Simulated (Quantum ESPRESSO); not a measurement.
MgS: changing the dispersion correction

The cell as given:

```cif
data_structure
_symmetry_space_group_name_H-M 'Fm-3m'
_symmetry_Int_Tables_number 225
_cell_length_a 5.2033
_cell_length_b 5.2033
_cell_length_c 5.2033
_cell_angle_alpha 90.000
_cell_angle_beta 90.000
_cell_angle_gamma 90.000
_cell_volume 140.88
loop_
_atom_site_label
_atom_site_type_symbol
_atom_site_symmetry_multiplicity
_atom_site_Wyckoff_symbol
_atom_site_fract_x
_atom_site_fract_y
_atom_site_fract_z
_atom_site_occupancy
S1 S 4 b 0.50000 0.00000 0.00000 1
Mg1 Mg 4 a 0.00000 0.00000 0.00000 1
```

Kept alike: task relaxation of cell and atoms; functional PBEsol; k mesh 9 × 9 × 9; occupations fermi-dirac, width 0.05 eV; no spin polarisation. Program: Quantum ESPRESSO, PseudoDojo 0.4.1 SR PBE standard, cutoff 1143 eV. The mesh is that of the run's cell of 2 atoms. No spin-orbit coupling.

```csv
dispersion correction,volume (Å³/atom)
D3(zero),17.271
D3(BJ),16.909
none,17.448
rVV10,17.106
```

The relaxations keep at least the cell's symmetry (Fm-3m). Relaxations stop with a little pressure left, so the last digits of a volume or edge aren't settled. All rows use potentials made for PBE.

Question: What does the dispersion correction change here?

Answer: The volume runs from 16.909 (D3(BJ)) to 17.448 Å³/atom (none). Against no correction: D3(zero) -1.0 %; D3(BJ) -3.1 %; rVV10 -2.0 %. Dispersion terms mostly attract and so lower the volume; the schemes' coefficients and damping set how far. Measured: 17.6 Å³/atom at 294.15 K (a printed reference work); nearest none, 0.15 Å³/atom off. The runs are for a static lattice.
